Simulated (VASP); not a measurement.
The system is BaS.

```
Ba S
1.0
     0.00000    3.22568    3.22568
     3.22568    0.00000    3.22568
     3.22568    3.22568    0.00000
Ba S
1 1
Direct
  0.00000 0.00000 0.00000
  0.50000 0.50000 0.50000
```

The cell is a database's computed one.

```yaml
Program: VASP 6.6.1
Task: relaxation of cell and atoms
Functional: PBE
Dispersion: D3(BJ)
Potentials_or_basis: VASP PAW PBE potentials, release 64 (Ba_sv, S)
Cutoff: 600 eV
k_mesh: 8 × 8 × 8
Occupations: gaussian, width 0.02 eV
Spin: no spin polarisation
```

At the start: pressure -1.2 GPa; volume 33.56 Å³/atom.

**Question.** How do energy, volume and symmetry change on relaxing?

**Answer.** Over 3 steps the energy falls by 3.8 meV/atom and the volume is 32.60 Å³/atom (-2.9 %); space group Fm-3m (No. 225, to 0.05 Å).

Step by step:
```csv
step,energy change (eV),largest force (eV/Å),pressure (GPa),volume (Å³)
1,0.0000,0.0000,-1.21,67.13
2,-0.0070,0.0000,0.35,64.69
3,-0.0075,0.0000,0.00,65.19
```

Final structure:
```
Ba S
1.0
     0.00000    3.19442    3.19442
     3.19442    0.00000    3.19442
     3.19442    3.19442    0.00000
Ba S
1 1
Direct
  0.00000 0.00000 0.00000
  0.50000 0.50000 0.50000
```
